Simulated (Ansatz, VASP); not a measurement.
Sb: VASP beside Ansatz

```
Sb
1.0
    -1.87134    1.87134    1.87134
     1.87134   -1.87134    1.87134
     1.87134    1.87134   -1.87134
Sb
1
Direct
  0.00000 0.00000 0.00000
```

This isn't the form of Sb at room conditions, which is rhombohedral.

Alike in both runs: task relaxation of cell and atoms; functional BLYP; dispersion D4; k mesh 10 × 10 × 10; occupations fermi-dirac, width 0.05 eV; no spin polarisation.

|  | VASP | Ansatz |
| --- | --- | --- |
| version | VASP 6.6.1 | Ansatz 0.2.0 |
| potentials or method | VASP PAW PBE potentials, release 64 (Sb) | Ansatz PAW |
| plane-wave cutoff (eV) | 600 | 420 |
| valence electrons in the cell | 5 | 15 |

Ansatz gave:

| Item | Value |
| --- | --- |
| gap on the k mesh at the Fermi level, each at its own relaxed structure (eV) | none |
| relaxed volume (Å³/atom) | 27.41 |
| relaxed cell length with the largest relative difference (Å) | 3.290 |
| energy change over the relaxation (meV/atom) | -10 |

Estimate VASP's values.

gap on the k mesh at the Fermi level, each at its own relaxed structure (eV): none; relaxed volume (Å³/atom): 27.50; relaxed cell length with the largest relative difference (Å): 3.293; energy change over the relaxation (meV/atom): -12.

A gap of «none» marks a metal or a gap that the smearing closes. The two sets of potentials don't hold the same shells in valence.

Caveats: pairwise dispersion overbinds metals, which lowers pressure and volume; the PAW data sets were made with another functional, which shifts forces and pressure a little (VASP); the plane-wave basis is chosen anew once the cell has moved, so the energies of steps on either side of that aren't comparable (Ansatz); the PAW data sets come from PBE, with cores solved anew for the run's functional, which leaves a small shift of forces and pressure (Ansatz). Spin-orbit coupling is left out, which matters for the levels of Sb.
